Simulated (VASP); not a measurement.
**Ge: relaxation of cell and atoms with PBEsol**

The system is Ge.

```
Ge
1.0
    -2.48085    2.48085    1.35265
     2.48085   -2.48085    1.35265
     2.48085    2.48085   -1.35265
Ge
2
Direct
  0.25000 0.75000 0.50000
  0.50000 0.50000 0.00000
```

This isn't the form of Ge at room conditions, which is diamond.

```yaml
Program: VASP 6.6.1
Task: relaxation of cell and atoms
Functional: PBEsol
Potentials_or_basis: VASP PAW PBE potentials, release 64 (Ge_d)
Cutoff: 520 eV
k_mesh: 12 × 12 × 12
Occupations: gaussian, width 0.02 eV
Spin: no spin polarisation
Target_pressure: 9.8 GPa
Further_INCAR_settings: ALGO = Normal; EDIFF = 1e-07; IBRION = 2; EDIFFG = -0.15; NSW = 80; ISIF = 3
Target_pressure: 9.8 GPa
```

```
Pressure after relaxing : 9.6 GPa
Band gap on the k mesh  : none (metal or under the smearing width)
```

Stress tensor (GPa, compression positive):
```
9.68 0.00 0.00
0.00 9.68 0.00
0.00 0.00 9.39
```

Final structure:
```
CELL_PARAMETERS angstrom
-2.48085 2.48085 1.35265
2.48085 -2.48085 1.35265
2.48085 2.48085 -1.35265
ATOMIC_POSITIONS crystal
Ge 0.25000 0.75000 0.50000
Ge 0.50000 0.50000 0.00000
```

Levels at points of the mesh, in eV from the Fermi level:
| k point | band 11 | band 12 | band 13 | band 14 | band 15 | band 16 | band 17 | band 18 |
| --- | --- | --- | --- | --- | --- | --- | --- | --- |
| (0.00, 0.00, 0.00) | -14.33 | -3.69 | -2.69 | -2.69 | 2.97 | 8.33 | 8.33 | 8.90 |
| (0.50, 0.00, 0.00) | -8.41 | -6.97 | -2.52 | -2.32 | -1.65 | 2.24 | 3.90 | 6.07 |
| (0.50, 0.50, 0.00) | -11.32 | -11.32 | 0.56 | 0.56 | 2.17 | 2.17 | 8.06 | 8.06 |
| (0.50, 0.50, 0.50) | -9.26 | -9.26 | -6.71 | -6.71 | 6.47 | 6.47 | 12.35 | 12.35 |

Run time: 35 s on 1 thread of Intel(R) Xeon(R) 6975P-C (Granite Rapids), with other jobs on the host, peak memory 0.21 GiB.

Caveat: the relaxation stopped at its first step, so nothing moved; the cell is relaxed towards a set pressure, so the enthalpy falls and the energy may rise; the PAW data sets were made with another functional, which shifts forces and pressure a little.
